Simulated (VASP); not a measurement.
Wanted: the native input for a VASP 6.6.1 run.

```
Task                   : electron localisation function
Functional             : PBE
Potentials or basis    : VASP PAW PBE potentials, release 64 (Ta_pv, N)
Cutoff                 : 520 eV
k mesh                 : 10 × 10 × 5
Occupations            : gaussian, width 0.02 eV
Spin                   : no spin polarisation
Further INCAR settings : ALGO = Normal; EDIFF = 1e-07
```

The structure of TaN lies in POSCAR:

```
TaN
1.0
    2.9217699809      0.0000000000      0.0000000000
   -1.4608849905      2.5303270275      0.0000000000
    0.0000000000      0.0000000000      5.9165150000
Ta N
2 2
Direct
    0.0000000000      0.0000000000      0.5000000000
    0.0000000000      0.0000000000      0.0000000000
    0.3333333333      0.6666666667      0.2500000000
    0.6666666667      0.3333333333      0.7500000000
```

The cell comes from a database or a generator and needn't be the stable form of this composition.

These files were run (other wordings do the same):

INCAR

```
SYSTEM = TaN
PREC = Accurate
ENCUT = 520
EDIFF = 1E-7
ISMEAR = 0
SIGMA = 0.02
LREAL = .False.
LASPH = .True.
NELM = 60
ALGO = Normal
ISIF = 2
LWAVE = .False.
LCHARG = .True.
GGA = PE
LELF = .True.
```

KPOINTS

```
regular mesh
0
Gamma
  10 10 5
  0 0 0
```

Potentials or basis: VASP PAW PBE potentials, release 64 (Ta_pv, N).

Run with:

```console
$ cat potpaw_PBE.64/Ta_pv/POTCAR potpaw_PBE.64/N/POTCAR > POTCAR
$ mpirun -np 1 vasp_std > vasp.out
```

It gave:

```yaml
Pressure: -0.4 GPa
Band_gap_on_the_k_mesh: none (metal or under the smearing width)
```

Run time: 36 s on 1 thread of AMD EPYC 7R43 64-Core Processor (Zen 3), on a shared host, peak memory 0.15 GiB.
